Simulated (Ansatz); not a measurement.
## NaCl, space group Pm-3m: a comparison of functionals at one structure, step by step

Program: Ansatz 0.2.0 through its Python package.

Run as a notebook:

```python
import warnings

import ansatz as az
from tabulate import tabulate
```

```python
warnings.simplefilter("ignore", az.DeckWarning)

lattice = az.Lattice.of(
    [2.86, 0.0, 0.0],
    [0.0, 2.86, 0.0],
    [0.0, 0.0, 2.86],
)
sites = [
    ("Na", [0.0, 0.0, 0.0]),
    ("Cl", [0.5, 0.5, 0.5]),
]
structure = az.Crystal(lattice=lattice)
for symbol, position in sites:
    structure = structure.atom(symbol, position)
```

```python
[site.symbol for site in structure.resolved().sites]
```

    ['Na', 'Cl']

```python
base = (
    structure.calculation()
    .kpoints(mesh=(7, 7, 7), center="monkhorst-pack")
    .occupations("Fixed")
    .scf(tolerance=1e-05, lower_state_search="off")
    .stress()
    .band_table()
)
```

```python
rows = []
for value in ["pbe", "blyp", "rpbe", "revpbe", "pbesol"]:
    rep = base.functional(value).run(threads=1, pin="off").report
    rows.append((value, rep["free_energy_ev"] / len(rep["lattice"]["sites"]), rep["n_iterations"], sum(rep["stress_gpa"][i][i] for i in range(3)) / 3, rep["gap_by_band_count_ev"], rep["n_kpoints"]))

print(tabulate(rows, headers=["functional", "F/atom (eV)", "iterations", "P (GPa)", "gap by band count (eV)", "k-points"], floatfmt=".4f", tablefmt="plain"))
```

    functional      F/atom (eV)    iterations    P (GPa)    gap by band count (eV)    k-points
    pbe              -1283.4920             6    64.9248                    4.9374          20
    blyp             -1287.4453             6    69.7655                    5.1136          20
    rpbe             -1286.5036             6    69.9130                    5.1336          20
    revpbe           -1285.6542             6    68.7303                    5.0885          20
    pbesol           -1269.0453             6    59.4550                    4.7221          20

From lowest to highest: PBEsol (59.5 GPa), PBE (64.9 GPa), revPBE (68.7 GPa), BLYP (69.8 GPa) and RPBE (69.9 GPa). At a fixed cell a lower pressure usually means a smaller equilibrium volume, so PBEsol prefers the smallest cell and RPBE the largest. Gaps by band count in the reports: PBE 4.94 eV, BLYP 5.11 eV, RPBE 5.13 eV, revPBE 5.09 eV and PBEsol 4.72 eV (Kohn-Sham values on this mesh, as a rule under measured gaps).

What to keep in mind:
- Along an axis with an odd division the mesh misses the point at one half; a gap read on a finite mesh is an upper bound on this functional's gap.
- Semilocal gaps usually lie well under measured ones.
- The program warned that this SCF threshold is loose for forces or stresses.
- Pressure is positive in compression.
- At these settings the cell as given stands under about 59 GPa, so it isn't at this functional's equilibrium volume and may be a high-pressure phase.
- The structure is a deposited one; some such entries were measured under pressure or heat, so a shift against it needn't be the functional's error alone.
- Gaps and levels are Kohn-Sham values on a finite set of k-points.
- Total energies of different functionals can't be compared; pressures, moments and gaps at this one structure can.
- The script silences the warnings on its input, which a real study should read.
- Finished in 2.1 s on 1 thread of Intel(R) Xeon(R) 6975P-C (Granite Rapids), on a shared host, peak memory 0.35 GiB.

(Lines on the test bed's own set-up are left out of the output.)
